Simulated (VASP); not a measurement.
Input of a VASP 6.6.1 run:

File INCAR:

```
PREC = Accurate
ENCUT = 600
EDIFF = 1E-7
ISMEAR = 0
SIGMA = 0.1
LREAL = F
LASPH = T
NELM = 100
ALGO = Normal
ISIF = 3
LWAVE = F
LCHARG = F
METAGGA = R2SCAN
LMIXTAU = T
IBRION = 2
NSW = 90
EDIFFG = -0.005
```

KPOINTS

```
Automatic mesh
0
Gamma
  14 14 14
```

POSCAR

```
Ge
1.0
    0.0000000000      2.8287700000      2.8287700000
    2.8287700000      0.0000000000      2.8287700000
    2.8287700000      2.8287700000      0.0000000000
Ge
2
Direct
    0.5000000000      0.5000000000      0.5000000000
    0.7500000000      0.7500000000      0.7500000000
```

Potentials or basis: VASP PAW PBE potentials, release 64 (Ge_d).

The run is started by

```bash
$ cat potpaw_PBE.64/Ge_d/POTCAR > POTCAR
$ mpirun -np 1 vasp_std > vasp.out
```

Question: Estimate the space group after relaxing (to 0.05 Å).

Answer: Fd-3m (No. 227).

Question: Estimate the relaxed volume.

Answer: 22.88 Å³/atom.

Question: Estimate the band gap on the k mesh.

Answer: 0.30 eV, direct.

Question: Predict the relaxed cell.

Answer: a = 4.015 Å, b = 4.015 Å, c = 4.015 Å, α = 60.00°, β = 60.00°, γ = 60.00°.

Final structure:
```yaml
crystal:
  lattice:
    - [0.00000, 2.83881, 2.83881]
    - [2.83881, 0.00000, 2.83881]
    - [2.83881, 2.83881, 0.00000]
  atoms:
    - { symbol: Ge, position: [0.50000, 0.50000, 0.50000] }
    - { symbol: Ge, position: [0.75000, 0.75000, 0.75000] }
```

Caveat: the PAW data sets were made with another functional, which shifts forces and pressure a little. Zero-point motion and thermal expansion aren't in these numbers.
